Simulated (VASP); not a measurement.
# MnO (Manganosite) (Fm-3m) in VASP: density of states with PBE

Aim: the density of states of MnO (Manganosite) with PBE.

Program: VASP 6.6.1. These are calculated values, not measurements. Logs are shortened: lines on timing, memory, paths and dates and some standing lists are left out, and cuts for length are marked.

### 1 The structure

The structure is cubic, space group Fm-3m (No. 225). Conventional cell: a = 4.102 Å, b = 4.102 Å, c = 4.102 Å, α = 90.00°, β = 90.00°, γ = 90.00°. Mn (site symmetry m-3m) has 6 O at 2.05 Å as nearest neighbours. O (site symmetry m-3m) is surrounded by 6 Mn at 2.05 Å.

### 2 Density of states, PBE

The input, POSCAR:

```
MnO
1.0
    0.0000000000      2.0511003835      2.0511003835
    2.0511003835      0.0000000000      2.0511003835
    2.0511003835      2.0511003835      0.0000000000
Mn O
1 1
Direct
    0.0000000000      0.0000000000      0.0000000000
    0.5000000000      0.5000000000      0.5000000000
```

The input, INCAR.step1:

```
ALGO = Normal
EDIFF = 1E-6
ENCUT = 520
GGA = PE
ISIF = 2
ISMEAR = 0
LASPH = T
LCHARG = T
LMAXMIX = 4
LREAL = F
LWAVE = F
NBANDS = 16
NELM = 60
PREC = Accurate
SIGMA = 0.05
```

The input, KPOINTS.step1:

```
k-points
0
Gamma
  14 14 14
```

The input, INCAR.step2:

```
ALGO = Normal
EDIFF = 1E-6
ENCUT = 520
GGA = PE
ICHARG = 11
ISIF = 2
ISMEAR = -5
LASPH = T
LCHARG = F
LMAXMIX = 4
LORBIT = 11
LREAL = F
LWAVE = F
NEDOS = 2001
NELM = 60
PREC = Accurate
SIGMA = 0.05
```

The input, KPOINTS.step2:

```
k-points
0
Gamma
  21 21 21
```

Potentials or basis: VASP PAW PBE potentials, release 64 (Mn_pv, O).

Launch:

```console
$ cat potpaw_PBE.64/Mn_pv/POTCAR potpaw_PBE.64/O/POTCAR > POTCAR
$ cp INCAR.step1 INCAR
$ cp KPOINTS.step1 KPOINTS
$ mpirun -np 1 vasp_std > vasp.out
$ cp INCAR.step2 INCAR
$ cp KPOINTS.step2 KPOINTS
$ mpirun -np 1 vasp_std > vasp.out
```

OUTCAR:

```text
EDIFF = 1E-6
   ENCUT = 520
   GGA = PE
   ICHARG = 11
   ISIF = 2
   ISMEAR = -5
   LASPH = T
   LORBIT = 11
   LREAL = F
   NELM = 60
   PREC = Accurate

 ion  position               nearest neighbor table
   1  0.000  0.000  0.000-   2 2.05   2 2.05   2 2.05   2 2.05   2 2.05   2 2.05
   2  0.500  0.500  0.500-   1 2.05   1 2.05   1 2.05   1 2.05   1 2.05   1 2.05

  LATTYP: Found a face centered cubic cell.
 ALAT       =     4.1022007670

  Lattice vectors:

 A1 = (   0.0000000000,   2.0511003835,   2.0511003835)
 A2 = (   2.0511003835,   0.0000000000,   2.0511003835)
 A3 = (   2.0511003835,   2.0511003835,   0.0000000000)

Analysis of symmetry for initial positions (statically):
=====================================================================
 Subroutine PRICEL returns:
 Original cell was already a primitive cell.

 Routine SETGRP: Setting up the symmetry group for a
 face centered cubic supercell.

 Subroutine GETGRP returns: Found 48 space group operations
 (whereof 48 operations were pure point group operations)
 out of a pool of 48 trial point group operations.

The static configuration has the point symmetry O_h .

Analysis of symmetry for dynamics (positions and initial velocities):
=====================================================================
 Subroutine PRICEL returns:
 Original cell was already a primitive cell.

 Routine SETGRP: Setting up the symmetry group for a
 face centered cubic supercell.

 Subroutine GETGRP returns: Found 48 space group operations
 (whereof 48 operations were pure point group operations)
 out of a pool of 48 trial point group operations.

The dynamic configuration has the point symmetry O_h .

 Subroutine INISYM returns: Found 48 space group operations
 (whereof 48 operations are pure point group operations),
 and found     1 'primitive' translations

----------------------------------------------------------------------------------------

                                     Primitive cell

  volume of cell :      17.2580

  direct lattice vectors                    reciprocal lattice vectors
     0.000000000  2.051100384  2.051100384    -0.243771589  0.243771589  0.243771589
     2.051100384  0.000000000  2.051100384     0.243771589 -0.243771589  0.243771589
     2.051100384  2.051100384  0.000000000     0.243771589  0.243771589 -0.243771589

  length of vectors
     2.900693980  2.900693980  2.900693980     0.422224778  0.422224778  0.422224778

  position of ions in fractional coordinates (direct lattice)
     0.000000000  0.000000000  0.000000000
     0.500000000  0.500000000  0.500000000

[... 98 lines left out ...]
     AMIX_MAG =   1.60;   BMIX_MAG =  1.00
  volume/ion in A,a.u.               =       8.63        58.23
  Fermi-wavevector in a.u.,A,eV,Ry     =   1.690425  3.194439 38.879125  2.857535
  Thomas-Fermi vector in A             =   2.772374
   LORBIT       =     11    0 simple, 1 ext, 2 COOP (PROOUT), +10 PAW based schemes
   GGA     = PE    functional components
   LHFCALC =     F    Hartree Fock is set to
   AEXX    =    0.0000 exact exchange contribution
   IVDW    =     0    specifies the selected vdW correction
   LEPSILON=     F    determine dielectric tensor
   LRPA    =     F    only Hartree local field effects (RPA)
 non-spin polarized calculation
 Fermi weights with tetrahedron method with Bloechl corrections
  energy-cutoff  :      520.00
  volume of cell :       17.26
 maximum number of plane-waves:       483
 NGX is ok and might be reduce to    24

 number of electron      19.0000003 magnetization

 Free energy of the ion-electron system (eV)
  ---------------------------------------------------
  ext. energy  EPLUGINS =         0.00000000
  ---------------------------------------------------
  free energy    TOTEN  =       -14.84450574 eV

  energy without entropy =      -14.84450574  energy(sigma->0) =      -14.84450574

 E-fermi :  10.3310     XC(G=0): -13.4267

 val. band max:       10.3338882768   @ k =   0.4762   0.2857   0.0476
 cond. band min:      10.3038599942   @ k =   0.3333   0.2381   0.0952
 fundamental gap:     -0.0300282826
 Fermi energy:        10.3310053142

 k-point     1 :       0.0000    0.0000    0.0000
  band No.  band energies     occupation
      1     -37.9411      2.00000
      2     -37.9411      2.00000
      3     -37.9411      2.00000
      4     -11.9467      2.00000
      5       5.5452      2.00000
      6       5.5452      2.00000
      7       5.5452      2.00000
      8       8.5917      2.00000
      9       8.5917      2.00000
     10       8.5917      2.00000
     11       9.3924      2.00000
     12       9.3924      2.00000
     13      12.0024      0.00000
[... 354 lines left out ...]
  band No.  band energies     occupation
      1     -38.1138      2.00000
      2     -37.9646      2.00000
      3     -37.9592      2.00000
      4     -10.5940      2.00000
      5       0.9373      2.00000
      6       3.3012      2.00000
      7       3.3588      2.00000
      8       9.8745      2.00000
      9       9.9037      2.00000
     10      10.1694      2.00000
     11      12.2330      0.00000
     12      12.6143      0.00000
     13      15.5221      0.00000

 [... further k-points ...]

------------------------ aborting loop because EDIFF is reached ----------------------------------------

  FORCE on cell =-STRESS in cart. coord.  units (eV):
  Direction    XX          YY          ZZ          XY          YZ          ZX
  --------------------------------------------------------------------------------------
  -------------------------------------------------------------------------------------
  Total        0.1628783      0.1628783      0.1628783      0.0000000      0.0000000     -0.0000000
  in kB       15.1210932     15.1210932     15.1210932      0.0000000      0.0000000     -0.0000000
  external PRESSURE =      15.1210932 kB  Pullay stress =       0.0000000 kB

 VOLUME and BASIS-vectors are now :
 -----------------------------------------------------------------------------
  energy-cutoff  :      520.00
  volume of cell :       17.26
      direct lattice vectors                 reciprocal lattice vectors
     0.000000000  2.051100384  2.051100384    -0.243771589  0.243771589  0.243771589
     2.051100384  0.000000000  2.051100384     0.243771589 -0.243771589  0.243771589
     2.051100384  2.051100384  0.000000000     0.243771589  0.243771589 -0.243771589

 POSITION                                       TOTAL-FORCE (eV/Angst)
 -----------------------------------------------------------------------------------
      0.00000      0.00000      0.00000        -0.000000      0.000000     -0.000000
      2.05110      2.05110      2.05110         0.000000     -0.000000      0.000000
 -----------------------------------------------------------------------------------
    total drift:                                0.000000     -0.000000     -0.000000

  FREE ENERGIE OF THE ION-ELECTRON SYSTEM (eV)
  ---------------------------------------------------
  free  energy   TOTEN  =       -14.8445057368 eV

  energy  without entropy=      -14.8445057368  energy(sigma->0) =      -14.84450574

 total charge

# of ion       s       p       d       tot
------------------------------------------
    1        0.230   6.247   5.249  11.726
    2        1.544   3.483   0.000   5.027
--------------------------------------------------
tot          1.774   9.730   5.249  16.753
```

OUTCAR.step1:

```text
EDIFF = 1E-6
   ENCUT = 520
   GGA = PE
   ISIF = 2
   ISMEAR = 0
[... 679 lines left out ...]
 -----------------------------------------------------------------------------------
      0.00000      0.00000      0.00000         0.000000      0.000000      0.000000
      2.05110      2.05110      2.05110         0.000000      0.000000     -0.000000
 -----------------------------------------------------------------------------------
    total drift:                                0.000000     -0.000000     -0.000000

  FREE ENERGIE OF THE ION-ELECTRON SYSTEM (eV)
  ---------------------------------------------------
  free  energy   TOTEN  =       -14.8475953131 eV

  energy  without entropy=      -14.8403864927  energy(sigma->0) =      -14.84399090
```

It took 45 s on 1 thread of Intel Xeon Platinum 8559C (Emerald Rapids), shared host; peak memory 0.18 GiB.

What came out:

```
Valence electrons inside the program's atomic spheres : Mn 11.73; O 5.03
```

States per cell in windows of 1 eV (zero at the Fermi level; states under -8 eV left out):
| from (eV) | total | Mn1_d | O2_p | Mn1_p | Mn1_s | O2_s | O2_d |
| --- | --- | --- | --- | --- | --- | --- | --- |
| -8.0 | 1.70 | 0.31 | 0.90 | 0.07 | 0.02 | 0.00 | 0.00 |
| -7.0 | 2.15 | 0.37 | 1.24 | 0.07 | 0.01 | 0.00 | 0.00 |
| -6.0 | 0.42 | 0.05 | 0.27 | 0.01 | 0.00 | 0.00 | 0.00 |
| -5.0 | 0.01 | 0.00 | 0.01 | 0.00 | 0.00 | 0.00 | 0.00 |
| -4.0 | 0.06 | 0.04 | 0.00 | 0.00 | 0.00 | 0.00 | 0.00 |
| -3.0 | 0.40 | 0.31 | 0.03 | 0.00 | 0.00 | 0.00 | 0.00 |
| -2.0 | 1.17 | 0.96 | 0.07 | 0.00 | 0.00 | 0.00 | 0.00 |
| -1.0 | 3.29 | 2.93 | 0.16 | 0.00 | 0.01 | 0.01 | 0.00 |
| 0.0 | 3.13 | 2.75 | 0.18 | 0.01 | 0.02 | 0.05 | 0.00 |
| 1.0 | 1.54 | 1.18 | 0.22 | 0.02 | 0.01 | 0.03 | 0.00 |
| 2.0 | 0.57 | 0.39 | 0.12 | 0.00 | 0.01 | 0.01 | 0.00 |
| 3.0 | 0.07 | 0.00 | 0.01 | 0.00 | 0.02 | 0.01 | 0.00 |
| 4.0 | 0.14 | 0.01 | 0.03 | 0.01 | 0.02 | 0.02 | 0.00 |
| 5.0 | 0.34 | 0.02 | 0.06 | 0.06 | 0.03 | 0.03 | 0.00 |
| 6.0 | 0.38 | 0.02 | 0.08 | 0.07 | 0.03 | 0.03 | 0.00 |
| 7.0 | 0.40 | 0.03 | 0.08 | 0.07 | 0.05 | 0.02 | 0.00 |

Caveat: an odd number of electrons without spin polarisation forces a metal; a magnetic or distorted state may lie lower; the run has no spin polarisation, though such a crystal can be magnetic; semilocal functionals often make such compounds metallic where correlation or magnetic order opens a gap, which also shifts bond lengths; tetrahedron occupations give inexact forces and stress in metals.
